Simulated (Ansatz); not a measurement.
## A series in volume per atom on ZnCu

Results calculated with Ansatz 0.2.0, not measured. Plane-wave density functional theory, PAW datasets, Gaussian smearing 0.05 eV: one cell in which all forces lie under 0.002 eV/angstrom; stress (xx yy zz yz xz xy) and pressure positive in compression; site moments are of spin alone; formation energy from the elements run alike, uncorrected.

Cell of the first row (space group Pm-3m, No. 221):
```
ZnCu
1.0
      2.9098     0.0000     0.0000
      0.0000     2.9098     0.0000
      0.0000     0.0000     2.9098
Zn Cu
1 1
Direct
  0.50000 0.50000 0.50000
  0.00000 0.00000 0.00000
```

Settings of every row: paw set soft_2; functional PBE; spin treatment none; moment partition spheres; spin axis none; wave cutoff 420 eV; k mesh 12x12x12; SCF start atoms; lower state search light; symmetry use detected.

Atom first moment, atom hubbard u: 0 on all atoms.

| row | volume per atom (Å³) | formation energy (eV per atom) | pressure (GPa) | energy above relaxed cell (meV per atom) |
| --- | --- | --- | --- | --- |
| 1 | 12.319 | -0.0712 | 7.45 | 15.74 |
| 2 | 12.515 | -0.0789 | 5.17 | 8.07 |
| 3 | 12.775 | -0.085 | 2.43 | 1.93 |
| 4 | 12.899 | -0.0865 | 1.24 | 0.51 |
| 5 | 13.006 | -0.0869 | 0.27 | 0.03 |
| 6 | 13.036 | -0.087 | 0.00 | 0 |
| 7 | 13.297 | -0.0852 | -2.16 | 1.8 |
| 8 | 13.557 | -0.0801 | -4.07 | 6.91 |
| 9 | 13.948 | ? | ? | ? |
| 10 | 14.34 | -0.0485 | -8.56 | 38.45 |

Question: what formation energy and pressure should row 9 give?

Worked fit of formation energy. Take u = (V_r/V)^(2/3) − 1 with V_r = 13.006 Å³ an atom, which is twice the finite (Eulerian) strain; such expansions in the strain, on which the Birch-Murnaghan equation of state is built, carry the rest volume and the bulk modulus. The shown rows have u = 0.03684, 0.02599, 0.01202, 0.00552, 0, -0.00153, -0.01464, -0.02728, -0.06302. Least squares give formation energy = −0.08695 + 0.0326 × u + 10.53 × u² + 5.26 × u³ eV per atom; a parabola predicts inner rows, each left out in turn, worse (root mean square 0.00015 against 4.1e-05 eV per atom). The rows lie off it by 0.0000, 0.0000, 0.0000, -0.0001, 0.0000, 0.0000, 0.0000, 0.0000, 0.0000. The withheld row has u = -0.04555, so the fit gives −0.08695 + 0.0326 × (-0.04555) + 10.53 × (-0.04555)² + 5.26 × (-0.04555)³ = -0.0671 eV per atom.

The calculation gave -0.067 eV per atom. The fit lies 0.0001 eV per atom (0.26 % of the column's range) below it, one unit of the last digit.

Worked fit of pressure. Take u = (V_r/V)^(2/3) − 1 with V_r = 13.006 Å³ an atom, which is twice the finite (Eulerian) strain; such expansions in the strain, on which the Birch-Murnaghan equation of state is built, carry the rest volume and the bulk modulus. The shown rows have u = 0.03684, 0.02599, 0.01202, 0.00552, 0, -0.00153, -0.01464, -0.02728, -0.06302. Least squares give pressure = 0.264 + 173.82 × u + 561.4 × u² + 400 × u³ GPa; a parabola predicts inner rows, each left out in turn, worse (root mean square 0.011 against 0.0048 GPa). The rows lie off it by 0.00, 0.00, -0.01, 0.00, 0.01, 0.00, 0.00, 0.00, 0.00. The pressure vanishes at u = -0.0015, or V = 13.04 Å³ an atom, and there the bulk modulus at fixed shape and fractions is B = −V dP/dV = (2/3)(1 + u) dP/du = 115 GPa. The withheld row has u = -0.04555, so the fit gives 0.264 + 173.82 × (-0.04555) + 561.4 × (-0.04555)² + 400 × (-0.04555)³ = -6.53 GPa.

The calculation gave -6.53 GPa. The fit meets it to the printed digit.

The other values of row 9: energy above relaxed cell 19.97 meV per atom.
